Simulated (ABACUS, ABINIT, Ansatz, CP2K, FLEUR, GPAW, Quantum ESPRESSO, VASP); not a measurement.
## One calculation of Co, 8 ways

```xyz
2
Lattice="2.4720 0.0000 0.0000 -1.2360 2.1408 0.0000 0.0000 0.0000 4.0211" Properties=species:S:1:pos:R:3 pbc="T T T"
Co    1.2570    0.6694    2.9866
Co    0.0418    1.3977    0.9655
```

Atoms were shifted at random by some hundredths of an Å from the given cell, which wasn't relaxed again for these runs.

Alike in all runs: task single point; functional PBEsol; k mesh 12 × 12 × 7; occupations fermi-dirac, width 0.05 eV; collinear spin, ferromagnetic start; no spin-orbit coupling. Pressure is positive in compression and, in plane waves, holds the error of the finite cutoff.

| program and potentials | plane-wave cutoff (eV) | notes | pressure (GPa) | net moment per atom (μB) | largest force (eV/Å) | energy over the undisturbed cell (meV/atom) |
| --- | --- | --- | --- | --- | --- | --- |
| VASP, PBE PAW files Co, 520 eV | 520 | potentials made for PBE; 9 valence electrons an atom on average | -6.52 | 1.59 | 0.091 | - |
| ABINIT, JTH PAW PBE v2.0 | 707 | potentials made for PBE; 17 valence electrons an atom on average | -4.80 | 1.60 | 0.094 | - |
| Ansatz, all-electron LAPW, scalar-relativistic | - | - | -5.79 | 1.60 | 0.091 | - |
| Quantum ESPRESSO, GBRV 1.5 PBEsol | 762 | 17 valence electrons an atom on average | -5.30 | 1.65 | 0.087 | 0.53 |
| GPAW, PAW data sets generated for this functional | 600 | 9 valence electrons an atom on average | -5.27 | 1.60 | 0.096 | 0.61 |
| FLEUR, all-electron, FLAPW | - | - | - | 1.60 | 0.091 | 0.59 |
| CP2K, POTENTIAL_UZH Co GTH-PBE-q17; TZVP-MOLOPT-PBE-GTH basis | - | atomic basis; potentials made for PBE; 17 valence electrons an atom on average | -3.94 | 1.66 | 0.084 | 0.45 |
| ABACUS, PseudoDojo NC SR 0.4.1 PBEsol standard, plane waves | 1320 | 17 valence electrons an atom on average | -5.71 | 1.60 | 0.091 | 0.58 |

Force on atom 1 (Co), eV/Å:

```csv
program and potentials,x,y,z
"VASP, PBE PAW files Co, 520 eV",0.054,0.038,-0.063
"ABINIT, JTH PAW PBE v2.0",0.049,0.041,-0.068
"Ansatz, all-electron LAPW, scalar-relativistic",0.053,0.038,-0.063
"Quantum ESPRESSO, GBRV 1.5 PBEsol",0.050,0.035,-0.062
"GPAW, PAW data sets generated for this functional",0.055,0.039,-0.069
"FLEUR, all-electron, FLAPW",0.053,0.038,-0.064
"CP2K, POTENTIAL_UZH Co GTH-PBE-q17; TZVP-MOLOPT-PBE-GTH basis",0.045,0.033,-0.058
"ABACUS, PseudoDojo NC SR 0.4.1 PBEsol standard, plane waves",0.053,0.037,-0.064
```

The pressure spans -6.52 (VASP, PBE PAW files Co, 520 eV) to -3.94 GPa (CP2K, POTENTIAL_UZH Co GTH-PBE-q17; TZVP-MOLOPT-PBE-GTH basis), with all-electron results at -5.79. The net moment per atom spans 1.59 (VASP, PBE PAW files Co, 520 eV) to 1.66 μB (CP2K, POTENTIAL_UZH Co GTH-PBE-q17; TZVP-MOLOPT-PBE-GTH basis), with all-electron results at 1.60. The state is the one that the start led to, which needn't be the lowest. Rows in atomic bases carry the error of their basis and grid, which can be large.

Differences between rows come from potentials, basis sets and numerical settings, since the functional is the same but for its coding. Runs on potential files found faulty are left out.
